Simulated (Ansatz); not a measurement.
Runs of Ansatz 0.2.0 on Cs2AgBiBr6. It takes space group Fm-3m (No. 225, cubic). Conventional cell: a = 11.232 Å, b = 11.232 Å, c = 11.232 Å, α = 90.00°, β = 90.00°, γ = 90.00°. Bi (site symmetry m-3m) is surrounded by 6 Br at 2.81 Å. Around Cs (site symmetry -43m) lie 12 Br at 3.97 Å. Ag (site symmetry m-3m) has 6 Br at 2.80 Å as nearest neighbours. Around Br (site symmetry 4mm) lie 1 Ag at 2.80 Å and 1 Bi at 2.81 Å. 

| level | cutoff (eV) | gap on the mesh (eV) | pressure (GPa) | largest force (eV/Å) |
| --- | --- | --- | --- | --- |
| BLYP | 420 | 1.29 | 3.7 | 0.34 |
| revPBE | 420 | (c) | (d) | 0.26 |
| r2SCAN | 500 | 1.67 | 1.0 | 0.24 |
| PBEsol | 420 | 1.17 | 0.0 | 0.30 |
| LDA | 420 | 1.10 | (a) | 0.33 |
| RPBE | 420 | 1.34 | (b) | 0.25 |

Alike in all rows: task projected density of states; potentials or basis Ansatz PAW; no spin polarisation; cell as given; k mesh 4 × 4 × 4; smearing fermi-dirac 0.05 eV.

Question: Fill in the values left out.

Answer: (a) -1.5; (b) 3.5; (c) 1.32; (d) 3.1.

Caveats: spin-orbit coupling is left out, which as a rule narrows the gap of such compounds by several tenths of an eV; the PAW data sets come from PBE, with cores solved anew for the run's functional, which leaves a small shift of forces and pressure; the density of states is complete only up to the lowest level of the last band computed.

A k mesh can miss the band edges, and the runs leave out spin-orbit coupling on Ag, Bi, Br, Cs.

Runs at the PBE level aren't shown here.
